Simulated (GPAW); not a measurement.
# Pb (Fm-3m) in GPAW: a series of runs

One crystal, Pb, is run at these levels: LDA, BEEF-vdW; tasks: band structure, equation of state.

Everything below comes from runs of GPAW 26.7.0. Logs are shortened: lines on timing, memory, paths and dates and some standing lists are left out, and cuts for length are marked. The log counts tension as positive stress, the text compression.

## (1) Starting point

Symmetry: Fm-3m, No. 225, cubic system. Conventional cell: a = 4.950 Å, b = 4.950 Å, c = 4.950 Å, α = 90.00°, β = 90.00°, γ = 90.00°. Pb (site symmetry m-3m) has 12 Pb at 3.50 Å as nearest neighbours.

## (2) Band structure, LDA

The input, run.py:

```python
from ase.dft.bandgap import bandgap
from ase.io import read, write
from ase.units import GPa
from gpaw import GPAW, PW

atoms = read('Pb.xyz')

calc = GPAW(mode=PW(800),
            xc='LDA',
            kpts={'size': (9, 9, 9), 'gamma': True},
            occupations={'name': 'fermi-dirac', 'width': 0.05},
            setups='hgh',
            nbands=-7,
            convergence={'density': 1e-05, 'energy': 1e-05},
            maxiter=150,
            txt='gpaw.txt')
atoms.calc = calc
energy = atoms.get_potential_energy()
forces = atoms.get_forces()
stress = atoms.get_stress()
calc.write('gs.gpw')
write('result.traj', atoms)
print(f'Energy: {energy:.6f} eV')
print('Forces (eV/A):')
print(forces.round(4))
print('Stress (GPa):', (stress / GPa).round(3))
print('Fermi level:', round(calc.get_fermi_level(), 4), 'eV')
print(f'Gap: {bandgap(calc)[0]:.4f} eV, direct: {bandgap(calc, direct=True)[0]:.4f} eV')

path = atoms.cell.bandpath('GXWKGLUWLK,UX', npoints=100, eps=1e-4)
bs_calc = calc.fixed_density(kpts=path, symmetry='off', nbands=-16,
                             convergence={'bands': 'CBM+6.0', 'eigenstates': 1e-6}, txt='bands.txt')
bs = bs_calc.band_structure()
bs.write('bs.json')
print(f'Gap on the path: {bandgap(bs_calc)[0]:.4f} eV')
```

The input, Pb.xyz:

```xyz
1
Lattice="0.0000000000 2.4750200000 2.4750200000 2.4750200000 0.0000000000 2.4750200000 2.4750200000 2.4750200000 0.0000000000" Properties=species:S:1:pos:R:3 pbc="T T T"
Pb     0.0000000000      0.0000000000      0.0000000000
```

Potentials or basis: HGH pseudopotentials, pw.

Launch:

```sh
OMP_NUM_THREADS=1 python run.py
```

gpaw.txt:

```text
__  _  _
 | _ |_)|_||  |
 |__||  | ||/\| - 26.7.0

Input parameters:
  mode=PW(ecut=800.0),
  convergence={'density': 1e-05, 'energy': 1e-05},
  kpts=MonkhorstPack(size=(9, 9, 9), gamma=True),
  maxiter=150,
  nbands=-7,
  occupations=Occupations(name='fermi-dirac', width=0.05),
  setups={'default': 'hgh'},
  xc=XC(name='LDA')

Diagonalizing LCAO Hamiltonian
Converting LCAO to pw mode

       Pb

Atoms  # Å, Bohr magnetons
|   | symbol |        x |        y |        z |    initial magnetic moments |
|---|--------|----------|----------|----------|-----------------------------|
| 0 |     Pb | 0.000000 | 0.000000 | 0.000000 | ( 0.0000,  0.0000,  0.0000) |

Unit cell  # Å
| periodic |        x |        y |        z |  lengths |    angles |
|----------|----------|----------|----------|----------|-----------|
|      yes | 0.000000 | 2.475020 | 2.475020 | 3.500207 | 60.000000 |
|      yes | 2.475020 | 0.000000 | 2.475020 | 3.500207 | 60.000000 |
|      yes | 2.475020 | 2.475020 | 0.000000 | 3.500207 | 60.000000 |

Number of symmetries: 48
Symmetry operations  # r_c * U_cc + t_c -> r_c
|    | kind |            matrix            |
|----|------|------------------------------|
|  0 |  σ   |  1, 0, 0,  1, 0,-1,  1,-1, 0 |
|  1 |  C2  |  1, 0, 0,  1,-1, 0,  1, 0,-1 |
|  2 |  E   |  1, 0, 0,  0, 1, 0,  0, 0, 1 |
|  3 |  σ   |  1, 0, 0,  0, 0, 1,  0, 1, 0 |
|  4 |  C4  |  1, 0,-1,  1, 0, 0,  1,-1, 0 |
|  5 |  S6  |  1, 0,-1,  1,-1, 0,  1, 0, 0 |
|  6 |  σ   |  1, 0,-1,  0, 1,-1,  0, 0,-1 |
|  7 |  C3  |  1, 0,-1,  0, 0,-1,  0, 1,-1 |
|  8 |  S6  |  1,-1, 0,  1, 0, 0,  1, 0,-1 |
|  9 |  C4  |  1,-1, 0,  1, 0,-1,  1, 0, 0 |
| 10 |  C3  |  1,-1, 0,  0,-1, 1,  0,-1, 0 |
| 11 |  σ   |  1,-1, 0,  0,-1, 0,  0,-1, 1 |
| 12 |  σ   |  0, 1, 0,  1, 0, 0,  0, 0, 1 |
| 13 |  C4  |  0, 1, 0,  0, 1,-1, -1, 1, 0 |
| 14 |  C3  |  0, 1, 0,  0, 0, 1,  1, 0, 0 |
| 15 |  S6  |  0, 1, 0, -1, 1, 0,  0, 1,-1 |
| 16 |  C2  |  0, 1,-1,  1, 0,-1,  0, 0,-1 |
| 17 |  σ   |  0, 1,-1,  0, 1, 0, -1, 1, 0 |
| 18 |  S4  |  0, 1,-1,  0, 0,-1,  1, 0,-1 |
| 19 |  C4  |  0, 1,-1, -1, 1, 0,  0, 1, 0 |
| 20 |  C3  |  0, 0, 1,  1, 0, 0,  0, 1, 0 |
| 21 |  σ   |  0, 0, 1,  0, 1, 0,  1, 0, 0 |
| 22 |  S6  |  0, 0, 1,  0,-1, 1, -1, 0, 1 |
| 23 |  C4  |  0, 0, 1, -1, 0, 1,  0,-1, 1 |
| 24 |  S4  |  0, 0,-1,  1, 0,-1,  0, 1,-1 |
| 25 |  C3  |  0, 0,-1,  0, 1,-1,  1, 0,-1 |
| 26 |  C2  |  0, 0,-1,  0,-1, 0, -1, 0, 0 |
| 27 |  S6  |  0, 0,-1, -1, 0, 0,  0,-1, 0 |
| 28 |  S4  |  0,-1, 1,  1,-1, 0,  0,-1, 0 |
| 29 |  C4  |  0,-1, 1,  0, 0, 1, -1, 0, 1 |
| 30 |  C2  |  0,-1, 1,  0,-1, 0,  1,-1, 0 |
| 31 |  σ   |  0,-1, 1, -1, 0, 1,  0, 0, 1 |
| 32 |  C3  |  0,-1, 0,  1,-1, 0,  0,-1, 1 |
| 33 |  S6  |  0,-1, 0,  0, 0,-1, -1, 0, 0 |
| 34 |  S4  |  0,-1, 0,  0,-1, 1,  1,-1, 0 |
| 35 |  C2  |  0,-1, 0, -1, 0, 0,  0, 0,-1 |
| 36 |  C2  | -1, 1, 0,  0, 1, 0,  0, 1,-1 |
| 37 |  S6  | -1, 1, 0,  0, 1,-1,  0, 1, 0 |
| 38 |  S4  | -1, 1, 0, -1, 0, 1, -1, 0, 0 |
| 39 |  C3  | -1, 1, 0, -1, 0, 0, -1, 0, 1 |
| 40 |  S6  | -1, 0, 1,  0, 0, 1,  0,-1, 1 |
| 41 |  C2  | -1, 0, 1,  0,-1, 1,  0, 0, 1 |
| 42 |  C3  | -1, 0, 1, -1, 1, 0, -1, 0, 0 |
| 43 |  S4  | -1, 0, 1, -1, 0, 0, -1, 1, 0 |
| 44 |  C2  | -1, 0, 0,  0, 0,-1,  0,-1, 0 |
| 45 |  i   | -1, 0, 0,  0,-1, 0,  0, 0,-1 |
| 46 |  σ   | -1, 0, 0, -1, 1, 0, -1, 0, 1 |
| 47 |  C2  | -1, 0, 0, -1, 0, 1, -1, 1, 0 |

BZ-sampling:
  Number of BZ points: 729
  Number of IBZ points: 35

  Monkhorst-Pack size: [9, 9, 9]
  Monkhorst-Pack shift: [0, 0, 0]

K-points  # in reciprocal-cell coordinates
|     |                                coordinates |     weight |
|-----|--------------------------------------------|------------|
|   0 | (  0.00000000,   0.00000000,   0.00000000) | 0.00137174 |
|   1 | (  0.11111111,   0.11111111,   0.00000000) | 0.00823045 |
|   2 | (  0.11111111,   0.11111111,   0.11111111) | 0.01097394 |
|   3 | (  0.22222222,   0.11111111,   0.11111111) | 0.01646091 |
|   4 | (  0.22222222,   0.22222222,   0.00000000) | 0.00823045 |
|   5 | (  0.22222222,   0.22222222,   0.11111111) | 0.03292181 |
|   6 | (  0.22222222,   0.22222222,   0.22222222) | 0.01097394 |
|   7 | (  0.33333333,   0.22222222,   0.11111111) | 0.03292181 |
|   8 | (  0.33333333,   0.22222222,   0.22222222) | 0.03292181 |
|   9 | (  0.33333333,   0.33333333,  -0.33333333) | 0.01646091 |
| ... |                                            |            |
|  34 | (  0.44444444,   0.44444444,   0.44444444) | 0.01097394 |

Plane wave coefficients: 1580
Cutoff: 800.0 eV

Spin-components: 1 (collinear spins)
Bands:           9
Projectors:      6
Spin-degeneracy: 2
Datatype:        complex128

Parallelization:
  kpt:    1
  domain: 1
  band:   1

Density:
  Valence electrons: 4.0
  Components: 1
  Grid points: [24 24 24]
  Charge: 0.0  # |e|

Potential:
  Grid points: [24 24 24]

species:
  HGH setup for Pb
      Valence Z=4, rloc=0.61750
      Local part coeffs: 0.75314
      Projectors:
          l=0, rc=0.70526
          l=1, rc=0.84664
          l=2, rc=0.97194
      Diagonal coefficients of nonlocal parts:
          l=0:  1.97993, -0.16496, -0.80606
          l=1:  0.86442, -0.54097
          l=2:  0.37497

    LCAO basis set for Pb:
      Name: atompaw.sz
      This basis set was not loaded from a file
      Number of radial functions: 2
      Number of spherical harmonics: 4
        l=0, rc=8.9500 Bohr: 1s e=-0.446 f=2.000
        l=1, rc=8.9500 Bohr: 1p e=-0.132 f=2.000
      Number of RI-basis functions 0

Reference energy: 0.000000  # eV

eigensolver:
  PPCG
  Converge bands: occupied
  niter=2

density mixing:
  MSR1-Mixer
  Pratt-step length: 0.05
  Maximum mixing coefficient: 0.75
  Old densities: 10
  SVD Regularization: 0.005
  Good broyden scale: 1.0
  Trust region scale: 1.0
  Backstep threshold: 4.0
  History deletion threshold: 6.0
  Fourier metric: weight=20.0, sigma=0.015

occupation numbers:
  Fermi-Dirac:
    width: 0.0500  # eV

poisson solver:
  ecut: 6400.0  # eV

xc functional:
  name: None

convergence criteria:
- Maximum integral of absolute [dens]ity change: 1e-05 electrons / valence electron
- Maximum [total energy] change in last 3 cyles: 1e-05 eV / valence electron
- Maximum integral of absolute [eigenst]ate change: 4e-08 eV^2 / valence electron
maximum number of iterations: 150

SCF iterations
|iter     | |      energy | eigst |  dens |
|---------|-|-------------|-------|-------|
|iter:   1| |  -99.475044 | -0.68 |       |
|iter:   2| |  -99.474892 | -3.42 | -1.45 |
|iter:   3| |  -99.470813 | -3.95 | -1.47 |
|iter:   4| |  -99.470689 | -4.98 | -2.13 |
|iter:   5| |  -99.470692 | -7.14 | -3.05 |
|iter:   6| |  -99.470692c| -8.53c| -3.89 |
|iter:   7| |  -99.470692c| -9.10c| -4.83 |
|iter:   8| |  -99.470692c|-10.18c| -5.55c|

Converged in 8 steps
Energy contributions relative to reference atoms: (reference = 0.000000)

Energy contributions:
  Kinetic:          37.148191
  Coulomb:        -110.720152
  Zero:              1.317605
  External:          0.000000
  Xc:              -27.214726
  Entropy:          -0.003222
  Spinorbit:         0.000000
  ----------------------------
  Free energy:     -99.472303
  Extrapolated:    -99.470692

dipole moment: (-9.900080, -9.900080, -9.900080)  # |e|*Ang

Fermi level: 3.797
Eigenvalues  # (at kpt = [0.000, 0.000, 0.000])
| band index |      eig [eV] | occ [0-2] |
|------------|---------------|-----------|
|          0 |        -7.755 |     2.000 |
|          1 |        11.332 |     0.000 |
|          2 |        11.332 |     0.000 |
|          3 |        11.332 |     0.000 |
|          4 |        15.225 |     0.000 |
|          5 |        15.301 |     0.000 |
|          6 |        16.387 |     0.000 |
|          7 |        16.387 |     0.000 |
|          8 |        16.387 |     0.000 |

No gap
No difference between direct/indirect transitions

Forces  # eV/Ang
|        x |       y |       z |
|----------|---------|---------|
| -0.00000 | 0.00000 | 0.00000 |  # Pb   0

Stress tensor  # eV/Ang^3
|         x |         y |         z |
|-----------|-----------|-----------|
|  0.020723 | -0.000000 | -0.000000 |
| -0.000000 |  0.020723 | -0.000000 |
| -0.000000 | -0.000000 |  0.020723 |

# Writing to gs.gpw (mode='')
```

Run time: 24 s. Hardware: 1 thread of Intel Xeon Platinum 8259CL at 2.50GHz (Skylake/Cascade Lake), shared host; peak memory 0.23 GiB.

What came out:

```yaml
Free_energy: -99.4723 eV
Pressure: -3.3 GPa
Band_gap_along_the_path: none (metal or under the smearing width)
```

Levels at the corners of the path, in eV from the Fermi level:
```
point  band 1  band 2  band 3  band 4  band 5
    Γ  -11.55    7.54    7.54    7.54   11.43
    X   -6.60   -3.08    2.33    2.33    5.66
    W   -6.44   -1.23   -1.23    0.42   11.08
    K   -6.65   -2.13   -1.09    3.22    6.82
    Γ  -11.55    7.54    7.54    7.54   11.43
    L   -8.05   -4.02    5.79    5.79    9.64
    U   -6.65   -2.13   -1.09    3.22    6.82
    W   -6.44   -1.23   -1.23    0.42   11.08
    L   -8.05   -4.02    5.79    5.79    9.64
    K   -6.65   -2.13   -1.09    3.22    6.82
    U   -6.65   -2.13   -1.09    3.22    6.82
    X   -6.60   -3.08    2.33    2.33    5.66
```

Caveat: spin-orbit coupling is left out, which moves the levels of the heavy elements; HGH potentials are hard and often keep d shells in the core, so these values are rough.

(Continued in part 2 of 2.)
